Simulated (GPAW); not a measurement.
## Magnetic state of linear V chain, spacing 2.959 A from several starts

A self-consistent run ends on one state, which hangs on the start. Several orders of linear V chain, spacing 2.959 A are started in GPAW and their energies compared.

Main program and level: GPAW 26.7.0; LDA; plane waves with GPAW's PAW setups, scalar-relativistic.

This is a report of a sequence of runs, with most program output left out.

### Step 1. The structure

The cell holds 1 atom: 1 V. Its edges and angles: a = 12.000 Å, b = 12.000 Å, c = 2.959 Å, α = 90.0°, β = 90.0°, γ = 90.0°. model lattice. Vacuum lies along a and b. The structure's axis is c.

### Step 2. Run 1 (ferro +)

The parallel start comes first: it fits the smallest cell, keeps the most symmetry and shows whether parallel moments form.

Contents of order1.py:

```python
import json
import numpy as np
from ase import Atoms
from ase.parallel import paropen, parprint
from gpaw import GPAW

atoms = Atoms(['V'],
    cell=[[12.0, 0.0, 0.0],
         [0.0, 12.0, 0.0],
         [0.0, 0.0, 2.959]],
    scaled_positions=[[0.5, 0.5, 0.0]],
    pbc=True,
    magmoms=[1.5])
atoms.calc = GPAW(mode={'name': 'pw', 'ecut': 550},
    xc='LDA',
    kpts={'size': (1, 1, 10), 'gamma': True},
    occupations={'name': 'fermi-dirac', 'width': 0.05},
    convergence={'density': 1e-05, 'energy': 1e-05},
    maxiter=200,
    symmetry={'tolerance': 1e-4},
    txt='order1.txt')
e = atoms.get_potential_energy(force_consistent=True)
res = {'free_energy': e, 'energy_sigma0': atoms.get_potential_energy(), 'fermi_energy': atoms.calc.get_fermi_level()}
res['moments'] = atoms.get_magnetic_moments().tolist()
res['total'] = atoms.get_magnetic_moment()
parprint('site moments (muB):', np.round(res['moments'], 3))
parprint(f"total moment: {res['total']:.3f} muB")
parprint(f'free energy: {e:.6f} eV')
atoms.calc.write('order1.gpw')
with paropen('results.json', 'w') as f:
    json.dump(res, f)
```

On the command line:

```
> OMP_NUM_THREADS=1 python3 order1.py > order1.log
```

Elapsed: 37 s, on 1 MPI rank of Intel Xeon Platinum 8488C (Sapphire Rapids), shared host; peak memory 0.36 GiB.

This step gave:

* magnetization: 4.000 μB
* final state: ferromagnetic
* largest moment: 2.963 μB

After 15 cycles the largest moment stands at 2.96 μB.

### Step 3. Start 2: antiferro q=(0,0,1/2) +-

Reversing part of the moments tests the sign of the couplings between them.

The cell is doubled to 2 atoms to hold this order. Its mesh is chosen so that both cells sample the same points.

order2.py is the script of step 2 with these lines changed:

```diff
@@ -6,12 +6,13 @@
 
-atoms = Atoms(['V'],
+atoms = Atoms(['V', 'V'],
     cell=[[12.0, 0.0, 0.0],
          [0.0, 12.0, 0.0],
-         [0.0, 0.0, 2.959]],
-    scaled_positions=[[0.5, 0.5, 0.0]],
+         [0.0, 0.0, 5.918]],
+    scaled_positions=[[0.5, 0.5, 0.0],
+         [0.5, 0.5, 0.5]],
     pbc=True,
-    magmoms=[1.5])
+    magmoms=[1.5, -1.5])
 atoms.calc = GPAW(mode={'name': 'pw', 'ecut': 550},
     xc='LDA',
-    kpts={'size': (1, 1, 10), 'gamma': True},
+    kpts={'size': (1, 1, 5), 'gamma': True},
     occupations={'name': 'fermi-dirac', 'width': 0.05},
@@ -20,3 +21,3 @@
     symmetry={'tolerance': 1e-4},
-    txt='order1.txt')
+    txt='order2.txt')
 e = atoms.get_potential_energy(force_consistent=True)
@@ -28,3 +29,3 @@
 parprint(f'free energy: {e:.6f} eV')
-atoms.calc.write('order1.gpw')
+atoms.calc.write('order2.gpw')
 with paropen('results.json', 'w') as f:
```

On the command line:

```
> OMP_NUM_THREADS=1 python3 order2.py > order2.log
```

Run time: 2.4 min. Hardware: 1 MPI rank; peak memory 0.62 GiB.

Read from the output:

- magnetization: 0 μB
- final state: antiferromagnetic
- largest moment: 2.848 μB

It lies 286 meV a seeded atom over the first start, and its largest moment is 2.85 μB against 2.96 μB.

### Step 4. Start 3: no spin polarisation

A run without seeds gives the energy of the state without moments.

Contents of nospin.py:

```python
import json
import numpy as np
from ase import Atoms
from ase.parallel import paropen, parprint
from gpaw import GPAW

atoms = Atoms(['V'],
    cell=[[12.0, 0.0, 0.0],
         [0.0, 12.0, 0.0],
         [0.0, 0.0, 2.959]],
    scaled_positions=[[0.5, 0.5, 0.0]],
    pbc=True)
atoms.calc = GPAW(mode={'name': 'pw', 'ecut': 550},
    xc='LDA',
    kpts={'size': (1, 1, 10), 'gamma': True},
    occupations={'name': 'fermi-dirac', 'width': 0.05},
    convergence={'density': 1e-05, 'energy': 1e-05},
    maxiter=200,
    symmetry={'tolerance': 1e-4},
    txt='nospin.txt')
e = atoms.get_potential_energy(force_consistent=True)
res = {'free_energy': e, 'energy_sigma0': atoms.get_potential_energy(), 'fermi_energy': atoms.calc.get_fermi_level()}
parprint(f'free energy: {e:.6f} eV')
atoms.calc.write('nospin.gpw')
with paropen('results.json', 'w') as f:
    json.dump(res, f)
```

On the command line:

```
> OMP_NUM_THREADS=1 python3 nospin.py > nospin.log
```

It took 17 s on 1 MPI rank; peak memory 0.27 GiB.

Numbers from this step:

```yaml
final_state: non-magnetic (no spin polarisation)
```

It lies 1437 meV a seeded atom over the first start.

### Step 5. Energies of the orders

These are free energies at a smearing of 0.05 eV, so its entropy term is in the differences. They are divided by the number of seeded atoms, so that cells of unlike size compare. Wavevectors q in the names are fractions of the reciprocal vectors of the first run's cell.

Orders:

```csv
start,final state,typed order kept,energy over the lowest (meV a seeded atom),largest site moment (μB),net moment (μB a primitive cell),mesh matched,CPU time (s)
ferro +,ferromagnetic,yes,0,2.963,4,yes,36.48
"antiferro q=(0,0,1/2) +-",antiferromagnetic,yes,285.6,2.848,0,yes,142.7
no spin polarisation,non-magnetic,-,1437,0,0,yes,16.91
```

### Step 6. Summary of results

- lowest state found: ferromagnetic (typed ferro +)
- largest site moment: 2.96 μB
- next state: antiferromagnetic, 286 meV a seeded atom higher
- energy gained by spin polarisation: 1437 meV a seeded atom

The lowest state found is ferromagnetic, reached from the start ferro +, with moments up to 2.96 μB. The next state costs 286 meV a seeded atom. This is the lowest of 3 finished starts, no proof of the ground state.

[Logs and program files are shortened in this print: banners, set-up blocks, solver, clock and traceback lines can be left out without a mark of their own.]

[Logs are printed without paths, hosts, clocks, repeated set-up lines and the standing remarks that a program may print on its own settings, such as how far it seeks lower states.]

[Hosts, paths, dates, database ids (printed as entryN), source tags and the programs' standing remarks are cut or masked in the printed files.]

[Where a cell is said to come from a database of computed structures, the database is the Materials Project.]
